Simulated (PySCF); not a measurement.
Ir in PySCF: convergence with density cutoff

Input of the first run (density cutoff 15 Ha); the others differ in this setting and in those tied to it:

run.py

```python
import json
import numpy as np
from pyscf.pbc import gto, scf, dft, df

cell = gto.Cell()
cell.a = '''
  0.0000000000    1.9156000000    1.9156000000
  1.9156000000    0.0000000000    1.9156000000
  1.9156000000    1.9156000000    0.0000000000'''
cell.atom = '''
Ir   0.0000000000    0.0000000000    0.0000000000'''
cell.unit = 'A'
cell.basis = 'DZVP-MOLOPT-SR-GTH-q17'
cell.pseudo = 'GTH-PBE-q17'
cell.ke_cutoff = 15  # hartree
cell.exp_to_discard = 0.02
cell.precision = 1e-08
cell.space_group_symmetry = True
cell.symmorphic = False
cell.max_memory = 2940  # MB
cell.verbose = 4
cell.build()

res = {}
kpts = cell.make_kpts([4, 4, 4], space_group_symmetry=True, time_reversal_symmetry=True)
cell.space_group_symmetry = False  # the mesh holds the operations; no search on the supercells of the integral code
mf = dft.KRKS(cell, kpts, xc='pbe')
mf = mf.multigrid_numint()
mf = mf.smearing(sigma=0.00183747, method='fermi')  # hartree
mf.conv_tol = 1e-07
mf.max_cycle = 60

mf.kernel()
res.update(converged=bool(mf.converged), e_tot=mf.e_tot, nelec=cell.nelectron, nao=cell.nao, mesh=list(map(int, cell.mesh)), a=cell.lattice_vectors().tolist(), coords=cell.atom_coords().tolist(),
           mo_energy=[np.real(x).tolist() for x in mf.mo_energy], mo_occ=[np.real(x).tolist() for x in mf.mo_occ])
res.update(e_free=mf.e_free, e_zero=mf.e_zero)
res.update(kpts=kpts.kpts_scaled_ibz.tolist(), weights=kpts.weights_ibz.tolist())
res['parts'] = {k: float(np.real(v)) for k, v in mf.scf_summary.items() if np.isscalar(v)}
json.dump(res, open('results.json', 'w'))
if not mf.converged:
    raise SystemExit('SCF not converged')

print('levels (eV)')
for i, kp in enumerate(res['kpts'][:40]):
    print('k %7.4f %7.4f %7.4f  ' % tuple(kp), ' '.join('%.3f' % (x * 27.211386) for x in res['mo_energy'][i][:14]))

mf = mf.to_khf()  # unfold to the whole mesh
kpts = mf.kpts
# Mulliken populations
dm, s = np.asarray(mf.make_rdm1()), np.asarray(mf.get_ovlp())
sites = cell.aoslice_by_atom()[:, 2:]
tot = np.einsum('kij,kji->i', dm, s).real / len(kpts)
res['mulliken'] = [cell.atom_charge(i) - tot[a0:a1].sum() for i, (a0, a1) in enumerate(sites)]
print('Mulliken charges', np.round(res['mulliken'], 5))
res['meta_lowdin'] = mf.mulliken_meta()[1].tolist()
res['done'] = True
json.dump(res, open('results.json', 'w'))
```

Potentials or basis: DZVP-MOLOPT-SR/GTH-PBE (potentials made for PBE).

Launch:

```console
$ OMP_NUM_THREADS=2 python -u run.py > log
```

Hardware: 2 threads of Arm Neoverse V2, on a shared host.

Problem. The values tried are 15 Ha, 25 Ha, 35 Ha, 50 Ha, 66 Ha, 81 Ha, 101 Ha, 126 Ha, 151 Ha, loosest first. From which on does the energy stay within 1 meV/atom of the tightest run that finished?

Solution. From 101 Ha on.

```tsv
density cutoff	energy less the tightest run, at zero smearing (meV/atom)	SCF cycles	CPU time (s)	peak memory (GiB)
15 Ha	5478.32	6	32	0.47
25 Ha	680.82	6	36	0.47
35 Ha	8.46	6	42	0.47
50 Ha	5.22	6	58	0.52
66 Ha	-1.37	6	69	0.53
81 Ha	-1.58	6	83	0.47
101 Ha	-0.40	6	99	0.52
126 Ha	0.10	6	120	0.63
151 Ha	0.00	6	160	0.89
```

The tightest run that finished is the yardstick and may itself not be fully converged.

Caveat, for the tightest run too: the k mesh is coarse (spacing up to 0.71 Å⁻¹), so the values aren't converged; the basis of atomic orbitals isn't converged, which shifts pressures, moduli and gaps. Spin-orbit coupling is left out, which matters for the levels of Ir.
